A hybrid functional can be applied to silicon in one pass: the PBE orbitals are kept, and only their energies are worked out again with B3LYP. The questions below ask what this does to the bands and how far the result can be used.

Levels of silicon (diamond structure, two-atom cell) from ABINIT 10.8.3: PBE start levels and one-shot B3LYP levels on the PBE orbitals, without spin-orbit coupling. The run used PseudoDojo NC SR PBE v0.4.1 standard potentials, a 489.8 eV cutoff and a Γ-centred 6×6×6 k mesh. Each column of levels counts from its own highest filled level.

| row | state k a (reciprocal cell vector) | state k b (reciprocal cell vector) | state k c (reciprocal cell vector) | state band | state start level (eV) | state corrected level (eV) | state weight z |
| --- | --- | --- | --- | --- | --- | --- | --- |
| 1 | 0.000 | 0.000 | 0.000 | top filled | 0.000 | 0.000 | 1.00000 |
| 2 | 0.000 | 0.000 | 0.000 | first empty | 2.550 | 3.855 | 1.00000 |
| 3 | 0.167 | 0.000 | 0.000 | top filled | -0.449 | -0.458 | 1.00000 |
| 4 | 0.167 | 0.000 | 0.000 | first empty | 2.317 | 3.598 | 1.00000 |
| 5 | 0.333 | 0.000 | 0.000 | top filled | -0.997 | -1.055 | 1.00000 |
| 6 | 0.333 | 0.000 | 0.000 | first empty | 1.727 | 2.974 | 1.00000 |
| 7 | 0.500 | 0.000 | 0.000 | top filled | -1.195 | -1.272 | 1.00000 |
| 8 | 0.500 | 0.000 | 0.000 | first empty | 1.502 | 2.733 | 1.00000 |
| 9 | 0.167 | 0.167 | 0.000 | top filled | -1.187 | -1.214 | 1.00000 |
| 10 | 0.167 | 0.167 | 0.000 | first empty | 1.700 | 2.975 | 1.00000 |
| 11 | 0.333 | 0.167 | 0.000 | top filled | -1.737 | -1.817 | 1.00000 |
| 12 | 0.333 | 0.167 | 0.000 | first empty | 1.960 | 3.235 | 1.00000 |
| 13 | 0.500 | 0.167 | 0.000 | top filled | -1.768 | -1.864 | 1.00000 |
| 14 | 0.500 | 0.167 | 0.000 | first empty | 2.035 | 3.349 | 1.00000 |
| 15 | -0.333 | 0.167 | 0.000 | top filled | -1.292 | -1.364 | 1.00000 |
| 16 | -0.333 | 0.167 | 0.000 | first empty | 2.435 | 3.762 | 1.00000 |
| 17 | -0.167 | 0.167 | 0.000 | top filled | -0.564 | -0.601 | 1.00000 |
| 18 | -0.167 | 0.167 | 0.000 | first empty | 3.007 | 4.352 | 1.00000 |
| 19 | 0.333 | 0.333 | 0.000 | top filled | -2.405 | -2.538 | 1.00000 |
| 20 | 0.333 | 0.333 | 0.000 | first empty | 0.732 | 1.983 | 1.00000 |
| 21 | 0.500 | 0.333 | 0.000 | top filled | -2.541 | -2.690 | 1.00000 |
| 22 | 0.500 | 0.333 | 0.000 | first empty | 1.070 | 2.363 | 1.00000 |
| 23 | -0.333 | 0.333 | 0.000 | top filled | -2.102 | -2.220 | 1.00000 |
| 24 | -0.333 | 0.333 | 0.000 | first empty | 1.569 | 2.889 | 1.00000 |
| 25 | 0.500 | 0.500 | 0.000 | top filled | -2.838 | -3.013 | 1.00000 |
| 26 | 0.500 | 0.500 | 0.000 | first empty | 0.720 | 2.008 | 1.00000 |
| 27 | 0.500 | 0.333 | 0.167 | top filled | -2.282 | -2.360 | 1.00000 |
| 28 | 0.500 | 0.333 | 0.167 | first empty | 2.846 | 4.168 | 1.00000 |
| 29 | -0.333 | 0.333 | 0.167 | top filled | -2.744 | -2.844 | 1.00000 |
| 30 | -0.333 | 0.333 | 0.167 | first empty | 3.358 | 4.717 | 1.00000 |
| 31 | -0.333 | 0.500 | 0.167 | top filled | -3.621 | -3.775 | 1.00000 |
| 32 | -0.333 | 0.500 | 0.167 | first empty | 2.747 | 4.086 | 1.00000 |

The three k columns locate a state along the reciprocal cell vectors: (0, 0, 0) is the zone centre Γ, and (0.5, 0.5, 0) is the zone-boundary point X. The start level comes from PBE and the corrected level from B3LYP, each counted from the highest filled level of its own column.

### 1. Which gap is larger, and by how much?

The B3LYP gap is much the larger. From the highest filled level to the lowest empty one on the mesh, it is 1.98 eV against 0.72 eV in PBE, an opening of 1.26 eV. The smallest gap without a change of k lies at Γ in both columns and grows by a similar amount, 1.31 eV. For the first of these gaps, the indirect one, the correction is larger than the whole PBE value to which it is applied.

### 2. Why do the empty levels rise while the filled ones hardly move?

Part of the answer is bookkeeping. Both columns set the valence top to zero, so the table shows how far the two groups of levels move apart, but not whether the filled ones went down or the empty ones went up.

The separation itself has a standard explanation. B3LYP replaces about a fifth of the approximate exchange by exact Fock exchange. This lowers an orbital more strongly the more it resembles the filled orbitals, both in the space it takes up and in the pattern of its waves. A filled orbital belongs to that set and gains much; an empty one stands outside it and gains less.

The hydrogen atom shows this in its simplest form. Exact exchange cancels the repulsion of the one electron with itself, while an empty orbital has no such term to cancel. The likeness ends there, because a silicon orbital spreads over the whole crystal and its gain comes from the filled bands together. B3LYP also alters the remaining exchange and the correlation, and the table gives only the sum of all these changes.

### 3. Does the correction add to the gaps or multiply them?

It adds, to a good approximation. Over the 16 k points, the gap between the two listed levels opens by 1.29 to 1.49 eV. A multiplying correction would open every gap by the same share of its PBE value, but that share runs from 23 to 51% and is smallest where the PBE gap is widest.

This fits the explanation above. The filled levels are built mainly from bonding combinations of the atomic orbitals and the empty ones from antibonding combinations. What counts most is on which side of the gap a level lies, and much less at which k point. A neighbouring semiconductor with the same kind of bonding should likewise show a nearly common shift, though of another size.

### 4. Where does a single shift fail?

The simplest model raises every empty level by the same 1.30 eV and leaves the filled levels alone. It misses a mild stretching of the bands: deep filled levels sink by up to 0.18 eV, and high empty levels tend to rise more than low ones. Exact exchange is known to widen bands in this way, since it favours the orbitals that most resemble the filled set as a whole.

A second model allows for this with a constant rise of the empty levels and one slope for each group, fitted to all 32 rows. At X, the PBE levels lie at −2.838 and 0.720 eV. The model then gives for the opening of the gap at this point

$$1.231+0.0334\times0.720+0.0488\times2.838\approx1.39\ \text{eV}.$$

The calculation gives 1.46 eV, although both rows were part of the fit. The single shift would give 1.30 eV, so the stretch accounts for somewhat more than half of the excess.

The energy of a level thus doesn't settle its shift. The plainest case is the first empty level at (0.5, 0, 0), which rises least of all although several others start lower. Its mixture of atomic s and p character may play a part, and so may the changes in the remaining exchange and the correlation; the table can't separate them. The output after this text shows both models.

### 5. Does the lowest empty level really leave X?

In PBE the lowest empty level of the mesh is at X; in B3LYP it is at (0.333, 0.333, 0), two thirds of the way from Γ to X. The two points differ by only 0.01 eV in the first case and 0.03 eV in the second. With a coarse k mesh and a warning that the real-space grid doesn't fit the crystal symmetry, this change of order is no result to build on.

The more useful point is that neither of them is the true minimum. In silicon that lies at roughly 0.85 of the way to X, between the two. Smooth curves through three or four points of this line put the level midway between them 0.11 to 0.19 eV below the mesh minimum, in both columns. Each gap is therefore too large by about that much, while the opening stays at 1.26 eV because the error is nearly the same on both sides.

### 6. Does a weight of 1 mean that correlation is weak?

No. The weight z tells how much of a state survives as a single particle-like excitation when the correction depends on energy. In a *GW* calculation the correction does depend on energy, because the other electrons take time to respond, and for silicon the weight would fall clearly below 1. The B3LYP correction differs from state to state, but for a given state it doesn't depend on the energy at which it is evaluated, so the weight is exactly 1 in all rows by construction. It would be 1 in a strongly correlated oxide as well.

### 7. Is the larger gap a better one, and what would another element change?

It is hardly better. The measured gap of silicon is roughly 1.2 eV. With the mesh error of the previous question taken off, PBE falls short by about 0.6 eV and B3LYP overshoots by a similar amount. Spin-orbit coupling and the motion of the nuclei, both left out here, are known to change the gap by only about 0.1 eV and can't account for either error.

At least part of the overshoot has a well-known reason. Exact exchange acts as if two electrons felt each other's bare charge, whereas the electrons of silicon weaken a distant charge about twelvefold. A fixed fifth of unscreened exchange is too much for such a material. The other changes that B3LYP makes may add to the error, and so may the coarse mesh, since exact exchange settles slowly as the mesh is refined.

A rule of thumb follows: the suitable share of exact exchange is roughly one divided by the dielectric constant. For silicon that is less than a tenth. In diamond, which has the same structure but screens only about half as well, a fifth is much nearer the mark. The share can also be changed as a setting: with the orbitals held fixed, the exact-exchange part of the correction grows in proportion to it.

### 8. Which digits can be trusted, and what should be done with them?

The third decimal serves to retrace the arithmetic, but it is neither a property of silicon nor a safe way to rank levels that lie close together. The run warns that its real-space grid doesn't respect the crystal symmetry, and neither mesh nor cutoff has been converged. The size of these errors is unknown. The pseudopotentials were also made for PBE, not for B3LYP. An opening of "about 1.3 eV" is a fair summary, with the first decimal still to be confirmed.

For a quick estimate of B3LYP bands, a finer PBE band structure can be computed and its empty levels raised by 1.3 eV. Over the listed points this reproduces the empty levels to within 0.07 eV, but the gap at a given k point only to within 0.2 eV. Such an estimate imitates B3LYP and inherits its overshoot.

To confirm the opening itself, the run should be repeated with a grid that respects the symmetry, and then with higher cutoffs and denser k meshes until the value stops changing. If the aim is the real gap of silicon, a method that screens the exchange, such as a screened hybrid or *GW*, is a sounder choice than a better converged B3LYP.

Numerical output:

```
indirect gap on the mesh, PBE, eV: 0.72
indirect gap on the mesh, one-shot B3LYP, eV: 1.983
opening of the indirect mesh gap, eV: 1.263
smallest rise of an empty level, eV: 1.231
largest rise of an empty level, eV: 1.359
strongest sinking of a filled level, eV: -0.175
smallest opening of a direct gap over the k points, eV: 1.29
largest opening of a direct gap over the k points, eV: 1.493
smallest ratio of direct gaps, B3LYP over PBE: 1.234
largest ratio of direct gaps, B3LYP over PBE: 1.512
row 26 less row 20, PBE, eV: -0.012
row 26 less row 20, B3LYP, eV: 0.025
PBE mesh gap less midpoint level, three points, eV: 0.1135
PBE mesh gap less midpoint level, four points, eV: 0.1806
B3LYP mesh gap less midpoint level, three points, eV: 0.1146
B3LYP mesh gap less midpoint level, four points, eV: 0.1852
opening at the midpoint, three points, eV: 1.262
opening at the midpoint, four points, eV: 1.258
fit of shift on 32 rows: coefficient of up 1.298 +/- 0.019; rms 0.0744, worst 25 0.175, leave-one-out rms 0.075
fit of shift on 32 rows: coefficient of up 1.231 +/- 0.017, coefficient of (1 - up)*pbe 0.04881 +/- 0.0031, coefficient of up*pbe 0.03343 +/- 0.0079; rms 0.0231, worst 8 0.05, leave-one-out rms 0.0259
```
